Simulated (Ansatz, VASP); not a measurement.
# ZnO in VASP and in Ansatz

The input INCAR:

```
SYSTEM = ZnO
PREC = Accurate ; ENCUT = 520
EDIFF = 1E-6 ; ISMEAR = -1
SIGMA = 0.05 ; LREAL = .False.
LASPH = .True. ; NELM = 100
ALGO = Normal ; ISIF = 2
LWAVE = .False. ; LCHARG = .False.
GGA = PE ; NBANDS = 26
```

KPOINTS

```
Automatic mesh
0
Gamma
  9 9 4
  0 0 0
```

Contents of POSCAR:

```
ZnO
1.0
    3.2879671587      0.0000000000      0.0000000000
   -1.6439835793      2.8474630862      0.0000000000
    0.0000000000      0.0000000000      7.1304413500
Zn O
2 2
Direct
    0.0000000000      0.0000000000      0.2500000000
    0.0000000000      0.0000000000      0.7500000000
    0.6666666667      0.3333333333      0.7500000000
    0.3333333333      0.6666666667      0.2500000000
```

input.yaml

```yaml
crystal:
  lattice:
    - [3.2879671587, 0.0, 0.0]
    - [-1.6439835793, 2.8474630862, 0.0]
    - [0.0, 0.0, 7.13044135]
  atoms:
    - { symbol: Zn, position: [0.0, 0.0, 0.25] }
    - { symbol: Zn, position: [0.0, 0.0, 0.75] }
    - { symbol: O, position: [0.6666666667, 0.3333333333, 0.75] }
    - { symbol: O, position: [0.3333333333, 0.6666666667, 0.25] }
hamiltonian:
  xc: pbe
  pseudopotentials: { kind: paw }
kpoints:
  mp_grid: { grid: [9, 9, 4] }
scf:
  occupations: { method: fermi_dirac, width: 0.05 }
output:
  forces: true
  stress: true
  eigenvalues: true
```

Measurements of this composition are mostly on another form, of space group No. 186.

Alike in both runs: task single point; functional PBE; k mesh 9 × 9 × 4; occupations fermi-dirac, width 0.05 eV; no spin polarisation.

|  | VASP | Ansatz |
| --- | --- | --- |
| version | VASP 6.6.1 | Ansatz 0.2.0 |
| potentials or method | VASP PAW PBE potentials, release 64 (Zn, O) | Ansatz PAW |
| plane-wave cutoff (eV) | 520 | 420 |
| valence electrons in the cell | 36 | 36 |

VASP gave:

```
gap on the k mesh at the Fermi level (eV)       : 0.82
least direct gap on the mesh (eV)               : 0.82
pressure (GPa)                                  : 0.1
largest component of the traceless stress (GPa) : 0.14
```

Question: Which values does Ansatz return?

Answer: gap on the k mesh at the Fermi level (eV): 0.82; least direct gap on the mesh (eV): 0.82; pressure (GPa): -0.7; largest component of the traceless stress (GPa): 0.97.

With one functional, cell and mesh, what is left measures potentials, basis and numerics.

Caveats: an odd mesh through Γ misses points on the zone boundary, where band edges often lie (VASP); odd divisions of the mesh miss points on the zone boundary, where band edges often lie, so the gap on the mesh can be too wide (Ansatz); the pressure holds a Pulay correction of +0.5 GPa for the finite cutoff (Ansatz). A hybrid or GW would open this gap; PBE tends to underestimate it.
